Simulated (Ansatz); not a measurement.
input.yaml for KNbO₃ (Ansatz 0.2.0)

```yaml
crystal:
  lattice:
    - [4.01297268, 0.0, 0.0]
    - [0.0, 4.01297268, 0.0]
    - [0.0, 0.0, 4.11029183]
  atoms:
    - { symbol: K, position: [0.5, 0.5, 0.49995451] }
    - { symbol: Nb, position: [0.0, 0.0, 0.01491577] }
    - { symbol: O, position: [0.5, 0.0, 0.97414234] }
    - { symbol: O, position: [0.0, 0.5, 0.97414234] }
    - { symbol: O, position: [0.0, 0.0, 0.47164604] }
basis:
  ecutwfc: 420
kpoints:
  mp_grid: { grid: [4, 4, 4] }
hamiltonian:
  xc: pbe
  hubbard:
    sites: [{ species: Nb, l: d, u_eff: 7.3 }]
    projectors: ortho-atomic
scf:
  occupations: { method: gaussian, width: 0.1 }
output:
  forces: true
  stress: true
  eigenvalues: true
```

Command:

```bash
ansatz run input.yaml --threads 1 --pin off --max-ram 1331MiB --backend cpu --events-out ev --progress --plain --runs-dir out
```

Output, shortened (HF is the Harris–Foulkes energy, dr2 the density residual in eV):

```text
Pseudopotential: K, paw, valence charge 9, recommended cutoff 420 eV (normal)
Pseudopotential: Nb, paw, valence charge 13, recommended cutoff 420 eV (normal)
Pseudopotential: O, paw, valence charge 6, recommended cutoff 420 eV (normal)
Crystal: 5 atoms, lattice volume = 66.192 Å³
Basis set: ecut = 420 eV, 1317 PW (Γ), exchange–correlation on 54×54×60 points (8 copies of the dense FFT grid, shifted against one another)
Bands: 25, of which v1, the nominal top of the filled ones, is band 20 counted from 1 (19 counted from 0)
Symmetry: 8 space group operations
Space group: P4mm (ITA 99), of the structure as read, at distance tolerance 4.0e-5 Å
k-points: 18 of 64 (time reversal used)
Initial density: superposition of atomic densities
SCF iter   1: HF=-7791.501404 eV  Δρ=8.55e-2  dr2=7.04e0
SCF iter   2: HF=-7790.240021 eV  Δρ=4.38e-2  dr2=1.25e0
SCF iter   3: HF=-7789.937237 eV  Δρ=1.72e-2  dr2=2.56e-1
SCF iter   4: HF=-7789.889300 eV  Δρ=6.61e-3  dr2=2.55e-2
   ...
SCF iter   7: HF=-7789.889411 eV  Δρ=3.34e-4  dr2=5.81e-5
SCF iter   8: HF=-7789.889415 eV  Δρ=8.59e-5  dr2=4.99e-6
SCF iter   9: F=-7789.889416 eV  HF=-7789.889416 eV  Δρ=1.28e-5  dr2=9.85e-8
SCF 1 converged in 9 iterations: F = -7789.889416 eV  dr2 = 9.85e-8
SCF converged after 9 iterations
Free energy (F): -7789.889416 eV
E sigma→0 (E₀):  -7789.889416 eV
Fermi energy:    9.618578 eV
--- Forces (eV/Å), atoms counted from 1 ---
  atom   1  K      0.00000000     0.00000000     0.02245565
  atom   2  Nb     0.00000000     0.00000000    -0.11447607
  atom   3  O      0.00000000     0.00000000     0.07049521
  atom   4  O     -0.00000000     0.00000000     0.07049521
  atom   5  O      0.00000000     0.00000000    -0.04901863
--- Stress (GPa, compression-positive) ---
        0.834344       0.000000      -0.000000
        0.000000       0.834344       0.000000
       -0.000000       0.000000       1.076358
  P = ⅓ Tr σ = 0.9150 GPa (9.150 kbar)
```

Settings here are deliberately varied, not converged. Under a U the state reached may not be the lowest.